**Q:** I have SnTe from two programs, with the same functional and the same seven volumes. Five rows come from Ansatz with different potentials, and one comes from ABACUS.

Rock-salt SnTe computed with Ansatz and ABACUS using PBE, without spin polarisation or spin–orbit coupling, on a 7×7×7 k mesh with Fermi–Dirac smearing of 0.05 eV. Volumes and bulk moduli come from Birch–Murnaghan fits to seven static-lattice energies. The basis column gives the energy cutoff; Ansatz uses plane waves, ABACUS TZDP atomic orbitals.

```
program                           potentials    basis  equilibrium volume (Å³/atom)  bulk modulus (GPa)  equilibrium volume less the median of the rows (Å³/atom)
 Ansatz                Ansatz PAW large core   420 eV                         32.87               40.20                                                    -0.017
 Ansatz                Ansatz PAW small core   420 eV                         32.87               40.20                                                    -0.013
 Ansatz               Ansatz PAW polarizable   420 eV                         32.87               40.20                                                    -0.013
 Ansatz                            Ansatz NC  1120 eV                         32.89               40.10                                                     0.000
 Ansatz                 PseudoDojo stringent  1450 eV                         32.91               40.00                                                     0.026
 ABACUS  PseudoDojo NC SR 0.4.1 PBE standard  1361 eV                         33.02               40.30                                                     0.132
```

The ABACUS equilibrium volume stands apart. Is that a real difference, or am I looking at noise?

**A:** First see how large it is. Take Ansatz with the PseudoDojo stringent potential as the reference, since it is the nearest row. ABACUS lies 0.106 Å³/atom above it, or 0.3 % in volume, which lengthens the Sn–Te contact by only about 0.003 Å. Yet the five Ansatz rows together span just 0.043 Å³/atom, so the step to ABACUS does need a cause.

**Q:** My first suspect is the frozen core. The total energies printed by these runs differ by thousands of eV per atom, so the programs can hardly be treating the same electrons.

**A:** They may well not be, but a total energy is a poor witness here, because it also depends on how each potential was built. An equilibrium volume depends on how the energy changes with volume, and a constant has no slope. The large-core and small-core rows of Ansatz show this well. Their energies are about 1000 eV/atom apart, yet that gap changes by only 0.1 meV/atom over the whole range of volumes, and the two minima differ by 0.004 Å³/atom. ABACUS is further off, about 4300 eV/atom from the reference. But Ansatz NC lies nearly as far from the reference, and its minimum is only 0.026 Å³/atom away.

**Q:** Why is the gap between large and small core so constant?

**A:** The shells that one potential freezes and the other keeps are compact and lie deep in energy. They hardly reach the neighbouring atom, so squeezing the crystal leaves their shape almost as it was, and a frozen shell then acts on the outer electrons much as a free one does. What responds is the outer electrons, which form the bonds and repel each other when the atoms approach, and both potentials treat those explicitly.

**Q:** Then I vote for noise. The energy curve is very flat at its minimum. Moving the minimum by the whole ABACUS shift costs 0.043 meV/atom, and the ABACUS energies scatter about their fitted curve by 0.043 meV/atom. The shift is exactly as large as the noise.

**A:** The two numbers do agree, but the comparison is the wrong one. You are asking whether a single energy at the bottom could reveal the shift, and it couldn't. A fit doesn't just pick the lowest computed energy, though. It finds where the slope vanishes, and it draws on all seven energies, most of them up the wall of the curve, where the same shift changes the energy far more. Carried through to the slope, that scatter can move the minimum by roughly 0.02 Å³/atom, about a fifth of what we see.

**Q:** So what do the slopes say?

**A:** The slope is a pressure, P = −dE/dV, where E is the energy and V the volume per atom. Near the equilibrium volume V₀ a crystal behaves like a spring whose stiffness is the bulk modulus B:

P ≈ B (V₀ − V)/V

If one calculation gives an extra pressure ΔP at the same volume, its minimum moves outwards by

ΔV₀ ≈ V ΔP/B

At the largest volume computed, ABACUS has 0.117 GPa more pressure than the reference. With the reference values of V and B this gives 32.9 × 0.117/40.0 = 0.096 Å³/atom.

**Q:** That is a tenth less than the shift in the table. Where does the rest come from?

**A:** Part of it comes from the extra pressure, which isn't constant. It roughly doubles towards the smallest volume, so at the minimum it is already a little higher than at the point I used. The remainder is a slight mismatch within ABACUS: its pressures put the minimum near 33.01 Å³/atom and its fitted energies at 33.02, a difference within the scatter. Note too that B comes from the same fits as the volumes, so this is a test of consistency and no independent prediction. It does show that the shift is present in the computed pressures before any curve is fitted. The Ansatz pressures are given without their Pulay correction, which allows for the plane-wave basis changing with the cell, but they place each minimum within 0.01 Å³/atom of the fitted one, so this can't account for the shift. The output below also finds each minimum from just two energies, with the same result.

**Q:** Then ABACUS really computes a crystal that pushes outwards more at the same volume. Why?

**A:** Here the table stops short of an answer, because two things change together. ABACUS uses the standard PseudoDojo potential where the reference uses the stringent one. It also builds its electron states from a limited set of atom-centred orbitals, where Ansatz uses plane waves. The general notes supplied with the data call such orbitals home-made. The run itself carries no warning about them, but nothing here tests their quality either, and the 1361 eV in its row doesn't measure how complete they are. The cutoffs and the k mesh are also usual working values, not converged limits, so each volume holds some numerical error of its own.

**Q:** Changing the potential within Ansatz moves the volume by less than half of the shift. Doesn't that convict the orbitals?

**A:** It makes them the likelier suspect, and no more than that, since the standard potential isn't among those five, and two of the five (small core and polarizable) are practically the same result. ABACUS can also work with plane waves, and such a run with the same potential would settle it. If the minimum fell to about 32.9 Å³/atom, the orbitals would be to blame; if it stayed at 33.0, the potential would; a value in between would mean that both contribute.

**Q:** And if I only need a density for a process model?

**A:** Then the choice among these rows hardly matters, because they differ by less than half a per cent. Their agreement tells you how well the programs solve the same equations. How close PBE comes to real SnTe is another matter: it tends to make such crystals somewhat too large, while the missing thermal expansion makes them a little too small. Both errors are common to all six rows, so a measured density, if you have one, is the better input.

Printed output of the fit:

```
Minimum located without the full fit:
     row  energy rise from largest to smallest volume (meV/atom)  V0 from two energies (A3/atom)  V0 from one pressure (A3/atom)  V0 of the table (A3/atom)
  Ansatz                                                   55.76                           32.87                           32.87                      32.87
  Ansatz                                                   55.87                           32.88                           32.88                      32.87
  Ansatz                                                   55.87                           32.88                           32.88                      32.87
  Ansatz                                                   56.28                           32.89                           32.89                      32.89
  Ansatz                                                   57.11                           32.92                           32.92                      32.91
  ABACUS                                                   61.19                           33.02                           33.01                      33.02
ABACUS volume less PseudoDojo stringent in Ansatz (A3/atom): 0.106
the same shift in percent of the volume: 0.3221
the same shift as a change of the Sn-Te contact (A): 0.003441
spread of the volumes of the Ansatz rows (A3/atom): 0.043
total energy gap of large and small core (eV/atom): 1017
change of that gap over the volume range (meV/atom): 0.11
volume of small core less large core (A3/atom): 0.004
total energy gap of ABACUS and Ansatz NC (eV/atom): 86.85
volume of ABACUS less Ansatz NC (A3/atom): 0.132
energy cost of moving the minimum by the ABACUS shift (meV/atom): 0.04262
residual of the ABACUS fit (meV/atom): 0.04259
volume error that such scatter can cause (A3/atom): 0.01939
ABACUS shift over that volume error: 5.468
extra energy rise of ABACUS over stringent on compression (meV/atom): 4.08
extra pressure of ABACUS over stringent at the largest volume (GPa): 0.1173
extra pressure of ABACUS over stringent at the smallest volume (GPa): 0.2419
```
